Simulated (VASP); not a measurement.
# Ge (Fd-3m) in VASP: further runs

The runs below take Ge through relaxation of cell and atoms, with PBEsol.

All numbers are computed with VASP 6.6.1; they aren't measurements. Logs are shortened: lines on timing, memory, paths and dates and some standing lists are left out, and cuts for length are marked.

## 1. The structure

The structure is cubic, space group Fd-3m (No. 227). The conventional cell has a = 5.658 Å, b = 5.658 Å, c = 5.658 Å, α = 90.00°, β = 90.00°, γ = 90.00°. Ge (site symmetry -43m) is surrounded by 4 Ge at 2.45 Å.

## 2. Relaxation of cell and atoms, PBEsol

INCAR reads:

```
SYSTEM = Ge
PREC = Accurate ; ENCUT = 520
EDIFF = 1E-7 ; ISMEAR = 0
SIGMA = 0.02 ; LREAL = .False.
LASPH = .True. ; NELM = 60
ALGO = Normal ; ISIF = 3
LWAVE = .False. ; LCHARG = .False.
GGA = PS ; IBRION = 2
NSW = 80 ; EDIFFG = -0.002
KPAR = 4
```

KPOINTS reads:

```
regular mesh
0
Gamma
  10 10 10
  0 0 0
```

POSCAR reads:

```
Ge
1.0
    0.0000000000      2.8289100000      2.8289100000
    2.8289100000      0.0000000000      2.8289100000
    2.8289100000      2.8289100000      0.0000000000
Ge
2
Direct
    0.0000000000      0.0000000000      0.0000000000
    0.2500000000      0.2500000000      0.2500000000
```

Potentials or basis: VASP PAW PBE potentials, release 64 (Ge_d).

Started as:

```console
cat potpaw_PBE.64/Ge_d/POTCAR > POTCAR
mpirun -np 4 vasp_std > vasp.out
```

OUTCAR:

```text
SYSTEM = Ge
   PREC = Accurate
   ENCUT = 520
   EDIFF = 1E-7
   ISMEAR = 0
   LREAL = .False.
   LASPH = .True.
   NELM = 60
   ISIF = 3
   GGA = PS
   IBRION = 2
   NSW = 80
   EDIFFG = -0.002

 ion  position               nearest neighbor table
   1  0.000  0.000  0.000-   2 2.45   2 2.45   2 2.45   2 2.45
   2  0.250  0.250  0.250-   1 2.45   1 2.45   1 2.45   1 2.45

  LATTYP: Found a face centered cubic cell.
 ALAT       =     5.6578200000

  Lattice vectors:

 A1 = (   0.0000000000,   2.8289100000,   2.8289100000)
 A2 = (   2.8289100000,   0.0000000000,   2.8289100000)
 A3 = (   2.8289100000,   2.8289100000,   0.0000000000)

Analysis of symmetry for initial positions (statically):
=====================================================================
 Subroutine PRICEL returns:
 Original cell was already a primitive cell.

 Routine SETGRP: Setting up the symmetry group for a
 face centered cubic supercell.

 Subroutine GETGRP returns: Found 48 space group operations
 (whereof 24 operations were pure point group operations)
 out of a pool of 48 trial point group operations.

The static configuration has the point symmetry T_d .
 The point group associated with its full space group is O_h .

Analysis of symmetry for dynamics (positions and initial velocities):
=====================================================================
 Subroutine PRICEL returns:
 Original cell was already a primitive cell.

 Routine SETGRP: Setting up the symmetry group for a
 face centered cubic supercell.

 Subroutine GETGRP returns: Found 48 space group operations
 (whereof 24 operations were pure point group operations)
 out of a pool of 48 trial point group operations.

The dynamic configuration has the point symmetry T_d .
 The point group associated with its full space group is O_h .

 Subroutine INISYM returns: Found 48 space group operations
 (whereof 24 operations are pure point group operations),
 and found     1 'primitive' translations

----------------------------------------------------------------------------------------

                                     Primitive cell

  volume of cell :      45.2780

  direct lattice vectors                    reciprocal lattice vectors
     0.000000000  2.828910000  2.828910000    -0.176746521  0.176746521  0.176746521
     2.828910000  0.000000000  2.828910000     0.176746521 -0.176746521  0.176746521
     2.828910000  2.828910000  0.000000000     0.176746521  0.176746521 -0.176746521

  length of vectors
     4.000682889  4.000682889  4.000682889     0.306133954  0.306133954  0.306133954

  position of ions in fractional coordinates (direct lattice)
     0.000000000  0.000000000  0.000000000
     0.250000000  0.250000000  0.250000000

  ion indices of the primitive-cell ions
   primitive index   ion index
                 1           1
                 2           2

----------------------------------------------------------------------------------------

 KPOINTS: regular mesh

Automatic generation of k-mesh.
 Grid dimensions read from file:
 generate k-points for:   10   10   10

 Generating k-lattice:

  Cartesian coordinates                     Fractional coordinates (reciprocal lattice)
    -0.017674652  0.017674652  0.017674652     0.100000000  0.000000000  0.000000000
     0.017674652 -0.017674652  0.017674652     0.000000000  0.100000000  0.000000000
     0.017674652  0.017674652 -0.017674652     0.000000000  0.000000000  0.100000000

  Length of vectors
     0.030613395  0.030613395  0.030613395

  Shift w.r.t. Gamma in fractional coordinates (k-lattice)
     0.000000000  0.000000000  0.000000000

 Subroutine IBZKPT returns following result:
 ===========================================

 Found     47 irreducible k-points:

 Following reciprocal coordinates:
            Coordinates               Weight
  0.000000  0.000000  0.000000      1.000000
  0.100000  0.000000  0.000000      8.000000
  0.200000  0.000000  0.000000      8.000000
  0.300000  0.000000  0.000000      8.000000
  0.400000  0.000000  0.000000      8.000000
  0.500000  0.000000  0.000000      4.000000
[... 16 lines left out ...]
  0.300000  0.300000  0.000000      6.000000
  0.400000  0.300000  0.000000     24.000000
 [... further k-points ...]
   k-points           NKPTS =     47   k-points in BZ     NKDIM =     47   number of bands    NBANDS=     18
   number of dos      NEDOS =    301   number of ions     NIONS =      2
   total plane-waves  NPLWV =  27000
   dimension x,y,z NGX =    30 NGY =   30 NGZ =   30
   dimension x,y,z NGXF=    60 NGYF=   60 NGZF=   60
   ions per type =               2
   NGX,Y,Z   is equivalent  to a cutoff of  12.47, 12.47, 12.47 a.u.
   NGXF,Y,Z  is equivalent  to a cutoff of  24.93, 24.93, 24.93 a.u.
 SYSTEM =  Ge
   PREC   = accura    normal or accurate (medium, high low for compatibility)
   ISTART =      0    job   : 0-new  1-cont  2-samecut
   ICHARG =      2    charge: 1-file 2-atom 10-const
   ISPIN  =      1    spin polarized calculation?
   LNONCOLLINEAR =      F non collinear calculations
   LSORBIT =      F    spin-orbit coupling
   LASPH  =      T    aspherical Exc in radial PAW
   ENCUT  =  520.0 eV  38.22 Ry    6.18 a.u.   7.44  7.44  7.44*2*pi/ulx,y,z
   NELM   =     60;   NELMIN=  2; NELMDL= -5     # of ELM steps
   EDIFF  = 0.1E-06   stopping-criterion for ELM
   LREAL  =      F    real-space projection
   EDIFFG = -.2E-02   stopping-criterion for IOM
   NSW    =     80    number of steps for IOM
   IBRION =      2    ionic relax: 0-MD 1-quasi-New 2-CG
   NFREE  =      1    steps in history (QN), initial steepest desc. (CG)
   ISIF   =      3    stress and relaxation
   ISYM   =      2    0-nonsym 1-usesym 2-fastsym
   POTIM  = 0.5000    time-step for ionic-motion
   TEBEG  =    0.0;   TEEND  =   0.0 temperature during run
   PSTRESS=    0.0 pullay stress
   NELECT =      28.0000    total number of electrons
   NUPDOWN=      -1.0000    fix difference up-down
   EMIN   =  10.00;   EMAX   =-10.00  energy-range for DOS
   EFERMI =   0.00;   METHOD = LEGACY
   ISMEAR =     0;   SIGMA  =   0.02  broadening in eV -4-tet -1-fermi 0-gaus
   EFERMI_NEDOS =   21; number of points for ismear=-14 and -15
   IALGO  =     38    algorithm
   IMIX   =      4    mixing-type and parameters
     AMIX     =   0.40;   BMIX     =  1.00
     AMIX_MAG =   1.60;   BMIX_MAG =  1.00
  volume/ion in A,a.u.               =      22.64       152.78
  Fermi-wavevector in a.u.,A,eV,Ry     =   1.394756  2.635708 26.468033  1.945346
  Thomas-Fermi vector in A             =   2.518275
   LORBIT       =      0    0 simple, 1 ext, 2 COOP (PROOUT), +10 PAW based schemes
   GGA     = PS    functional components
   LHFCALC =     F    Hartree Fock is set to
   AEXX    =    0.0000 exact exchange contribution
   IVDW    =     0    specifies the selected vdW correction
   LEPSILON=     F    determine dielectric tensor
   LRPA    =     F    only Hartree local field effects (RPA)
 conjugate gradient relaxation of ions
 non-spin polarized calculation
 Gauss-broadening in eV      SIGMA  =   0.02
  energy-cutoff  :      520.00
  volume of cell :       45.28
 maximum number of plane-waves:      1243
 NGX is ok and might be reduce to    30
   NGX = 15   NGY = 15   NGZ = 15

--------------------------------------- Ionic step        1  -------------------------------------------

 number of electron      28.0000022 magnetization

 Free energy of the ion-electron system (eV)
  ---------------------------------------------------
  ext. energy  EPLUGINS =         0.00000000
  ---------------------------------------------------
  free energy    TOTEN  =        -9.87050083 eV

  energy without entropy =       -9.87046550  energy(sigma->0) =       -9.87048316

------------------------ aborting loop because EDIFF is reached ----------------------------------------

  FORCE on cell =-STRESS in cart. coord.  units (eV):
  Direction    XX          YY          ZZ          XY          YZ          ZX
  --------------------------------------------------------------------------------------
  -------------------------------------------------------------------------------------
  Total        0.1526653      0.1526653      0.1526653      0.0000000      0.0000000     -0.0000000
  in kB        5.4021096      5.4021096      5.4021096      0.0000000      0.0000000     -0.0000000
  external PRESSURE =       5.4021096 kB  Pullay stress =       0.0000000 kB
[... 129 lines left out ...]
  energy  without entropy=       -9.8711229470  energy(sigma->0) =       -9.87113837

--------------------------------------- Ionic step        5  -------------------------------------------

 number of electron      28.0000015 magnetization

 Free energy of the ion-electron system (eV)
  ---------------------------------------------------
  ext. energy  EPLUGINS =         0.00000000
  ---------------------------------------------------
  free energy    TOTEN  =        -9.87115485 eV

  energy without entropy =       -9.87112400  energy(sigma->0) =       -9.87113943

 E-fermi :   4.7899     XC(G=0): -10.0900

 val. band max:        4.7838009689   @ k =   0.0000   0.0000   0.0000
 cond. band min:       4.8818316766   @ k =   0.5000   0.0000   0.0000
 fundamental gap:      0.0980307077
 Fermi energy:         4.7898895220

 k-point     1 :       0.0000    0.0000    0.0000
  band No.  band energies     occupation
      1     -19.9678      2.00000
      2     -19.9678      2.00000
      3     -19.9678      2.00000
      4     -19.9319      2.00000
      5     -19.9319      2.00000
      6     -19.7241      2.00000
[... 10 lines left out ...]
     17       7.3123      0.00000
     18       7.3123      0.00000
[... 466 lines left out ...]
      2     -19.9954      2.00000
      3     -19.9519      2.00000
      4     -19.8697      2.00000
      5     -19.8497      2.00000
      6     -19.8266      2.00000
[... 10 lines left out ...]
     17      11.3911      0.00000
     18      11.9539      0.00000

 [... further k-points ...]
[... 5 lines left out ...]
  --------------------------------------------------------------------------------------
  -------------------------------------------------------------------------------------
  Total       -0.0035268     -0.0035268     -0.0035268      0.0000000      0.0000000      0.0000000
  in kB       -0.1237935     -0.1237935     -0.1237935      0.0000000      0.0000000      0.0000000
  external PRESSURE =      -0.1237935 kB  Pullay stress =       0.0000000 kB
[... 17 lines left out ...]
  FREE ENERGIE OF THE ION-ELECTRON SYSTEM (eV)
  ---------------------------------------------------
  free  energy   TOTEN  =        -9.8711548535 eV

  energy  without entropy=       -9.8711240010  energy(sigma->0) =       -9.87113943

 reached required accuracy - stopping structural energy minimisation
```

Run time: 43 s. Hardware: 4 MPI ranks of AMD EPYC 7R13 (Zen 3), shared host; peak memory 0.16 GiB.

Results:

```
Free energy                            : -9.8712 eV
Relaxed volume                         : 22.82 Å³/atom
Relaxed cell                           : a = 4.011 Å, b = 4.011 Å, c = 4.011 Å, α = 60.00°, β = 60.00°, γ = 60.00°
Space group after relaxing (to 0.05 Å) : Fd-3m (No. 227)
Energy gained by relaxing              : 0.3 meV/atom
Ionic steps                            : 5
Pressure after relaxing                : 0.0 GPa
Band gap on the k mesh                 : none (metal or under the smearing width)
```

The path:
| step | energy change (eV) | largest force (eV/Å) | pressure (GPa) | volume (Å³) |
| --- | --- | --- | --- | --- |
| 1 | 0.0000 | 0.0000 | 0.54 | 45.28 |
| 2 | -0.0006 | 0.0000 | -0.10 | 45.78 |
| 3 | -0.0007 | 0.0000 | -0.06 | 45.67 |
| 4 | -0.0007 | 0.0000 | 0.03 | 45.63 |
| 5 | -0.0007 | 0.0000 | -0.01 | 45.64 |

Final structure:
```
CELL_PARAMETERS angstrom
0.00000 2.83653 2.83653
2.83653 0.00000 2.83653
2.83653 2.83653 0.00000
ATOMIC_POSITIONS crystal
Ge 0.00000 0.00000 0.00000
Ge 0.25000 0.25000 0.25000
```

Caveat: the PAW data sets were made with another functional, which shifts forces and pressure a little; this crystal is a semiconductor, whose small gap the functional closes, so the metal is an error of the method. Zero-point motion and thermal expansion aren't in these numbers.

(Continued in part 2 of 2.)
